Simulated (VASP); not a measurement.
Input of a VASP 6.6.1 run:

File POSCAR:

```
Tl
3.3879
   -0.577347375513      0.577347375513      0.577347375513
    0.577347375513     -0.577347375513      0.577347375513
    0.577347375513      0.577347375513     -0.577347375513
Tl
1
Direct
    0.0000000000      0.0000000000      0.0000000000
```

Contents of INCAR.step1:

```
SYSTEM = Tl
PREC = Accurate
ENCUT = 600
EDIFF = 1E-8
ISMEAR = -1
SIGMA = 0.1
LREAL = .FALSE.
LASPH = .TRUE.
NELM = 80
ALGO = Normal
ISIF = 3
LWAVE = .FALSE.
LCHARG = .FALSE.
METAGGA = R2SCAN
LMIXTAU = .TRUE.
LUSE_VDW = .TRUE.
IVDW_NL = 2
BPARAM = 11.95
CPARAM = 0.0093
IBRION = 2
NSW = 40
EDIFFG = -0.002
```

Contents of INCAR.step2:

```
SYSTEM = Tl
PREC = Accurate
ENCUT = 600
EDIFF = 1E-8
ISMEAR = -1
SIGMA = 0.1
LREAL = .FALSE.
LASPH = .TRUE.
NELM = 80
ALGO = Normal
ISIF = 3
LWAVE = .FALSE.
LCHARG = .FALSE.
METAGGA = R2SCAN
LMIXTAU = .TRUE.
LUSE_VDW = .TRUE.
IVDW_NL = 2
BPARAM = 11.95
CPARAM = 0.0093
IBRION = 6
NFREE = 2
POTIM = 0.015
NSW = 1
```

File KPOINTS:

```
regular mesh
0
G
  7 7 7
  0 0 0
```

Potentials or basis: VASP PAW PBE potentials, release 64 (Tl_d).

Launch:

```console
$ cat potpaw_PBE.64/Tl_d/POTCAR > POTCAR
$ cp INCAR.step1 INCAR
$ mpirun -np 1 vasp_std > vasp.out
$ cp CONTCAR POSCAR
$ cp INCAR.step2 INCAR
$ mpirun -np 1 vasp_std > vasp.out
```

Task: Predict the elastic constants C11, C12, C44.

Result: 2, 50, -12 GPa.

Task: Predict the Voigt bulk modulus.

Result: 34 GPa.

Task: Predict the relaxed cell.

Result: a = 3.364 Å, b = 3.364 Å, c = 3.364 Å, α = 109.47°, β = 109.47°, γ = 109.47°.

Task: Estimate the space group after relaxing (to 0.05 Å).

Result: Im-3m (No. 229).

Task: Predict the relaxed volume.

Result: 29.32 Å³/atom.

The path:
| step | energy change (eV) | largest force (eV/Å) | pressure (GPa) | volume (Å³) |
| --- | --- | --- | --- | --- |
| 1 | 0.0000 | 0.0000 | -0.67 | 29.93 |
| 2 | -0.0013 | 0.0000 | -0.09 | 29.39 |
| 3 | -0.0013 | 0.0000 | -0.01 | 29.32 |

Caveat: the elastic tensor has a negative eigenvalue, so either the cell is unstable as it stands or the mesh is too thin; the PAW data sets were made with another functional, which shifts forces and pressure a little. The run has no spin-orbit coupling, so splittings on Tl are missing.
